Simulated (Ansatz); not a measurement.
A crystal relaxed with r2SCAN in the PAW code Ansatz has space group Amm2 (No. 38) and a = 4.016 Å, b = 8.028 Å, c = 11.342 Å.

| atom | site | x | y | z |
| --- | --- | --- | --- | --- |
| Al | 2a | 0.0000 | 0.5000 | 0.5002 |
| Al | 4e | 0.5000 | 0.2507 | 0.7500 |
| Xx | 2a | 0.0000 | 0.5000 | 0.9999 |
| As | 2b | 0.5000 | 0.5000 | 0.6249 |
| As | 4d | 0.0000 | 0.2496 | 0.8748 |
| As | 2b | 0.5000 | 0.5000 | 0.1255 |

With r2SCAN the gap is 1.57 eV and direct, at Γ. The HSE06 gap is direct at Γ: 1.96 eV. Meshes: r2SCAN 6×4×4, HSE06 4×2×2.

Problem. Which element is Xx?
A. In
B. Tl
C. B
D. Ga

Solution. D. Xx is Ga: an ordered 8-atom cell of Al3GaAs4 on the zincblende lattice (Amm2). Al has 4 As at 2.46 Å; Al has 4 As at 2.45–2.46 Å; Ga has 4 As at 2.46 Å; As has 4 Al at 2.45–2.46 Å; As has 3 Al at 2.46 Å and 1 Ga at 2.46 Å; As has 2 Al at 2.46 Å and 2 Ga at 2.46 Å.

All values are calculated for a non-magnetic cell, which may be hypothetical.

Spin-orbit coupling is left out.

The meshes of the hybrids are coarse, so their gaps aren't converged to the digits shown.
